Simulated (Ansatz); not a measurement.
## Strain response of WS$_{2}$

The calculation used DFT PBE, scalar-relativistic, plane waves, PAW in Ansatz. Run with 420 eV cutoff, 12×12×2 k-mesh, Gaussian smearing of 0.02 eV, no spin polarisation.

Starting point, cell and atoms relaxed:

```xyz
6
Lattice="3.1878 0.0000 0.0000 -1.5939 2.7607 0.0000 0.0000 0.0000 14.8713" Properties=species:S:1:pos:R:3 pbc="T T T"
W     0.0000    1.8405    3.7178
W     1.5939    0.9202   11.1535
S     0.0000    1.8405    9.5824
S     1.5939    0.9202    2.1467
S     0.0000    1.8405   12.7246
S     1.5939    0.9202    5.2889
```

Deformation: biaxial strain in the a-b plane, with the length and tilt of c and the atoms relaxed, all within the symmetry that the strain leaves. Energies are extrapolated to zero smearing. Stress is positive in compression, on the Cartesian axes of the cell above. Gaps are Kohn–Sham gaps over the whole zone.

Spin-orbit coupling is left out, which matters for the bands and energies of heavy elements.

| strain (%) | ΔE (meV/atom) | a (Å) | b (Å) | c (Å) | σxx (GPa) | σyy (GPa) | σzz (GPa) | gap (eV) |
| --- | --- | --- | --- | --- | --- | --- | --- | --- |
| -6.0 | 131.9 | 2.997 | 2.997 | 15.456 | 17.66 | 17.66 | 0.01 | 1.47 |
| -4.0 | 56.0 | 3.060 | 3.060 | 15.234 | 10.92 | 10.92 | 0.00 | 1.61 |
| -2.0 | ? | 3.124 | 3.124 | ? | ? | ? | ? | ? |
| +0.0 | 0.0 | 3.188 | 3.188 | 14.871 | 0.00 | 0.00 | 0.00 | 1.63 |
| +2.0 | 12.4 | 3.252 | 3.252 | 14.692 | -4.43 | -4.43 | 0.00 | 1.14 |
| +4.0 | ? | 3.315 | 3.315 | ? | ? | ? | ? | ? |
| +6.0 | 103.5 | 3.379 | 3.379 | 14.334 | -11.71 | -11.71 | 0.00 | 0.37 |

**Question.** Fill in the row at -2.0 %.

**Answer.** ΔE 13.4 meV/atom; c 15.093 Å; σxx 5.06 GPa; σyy 5.06 GPa; σzz 0.00 GPa; gap 1.74 eV.

**Question.** Fill in the row at +4.0 %.

**Answer.** ΔE 47.8 meV/atom; c 14.512 Å; σxx -8.31 GPa; σyy -8.31 GPa; σzz 0.00 GPa; gap 0.72 eV.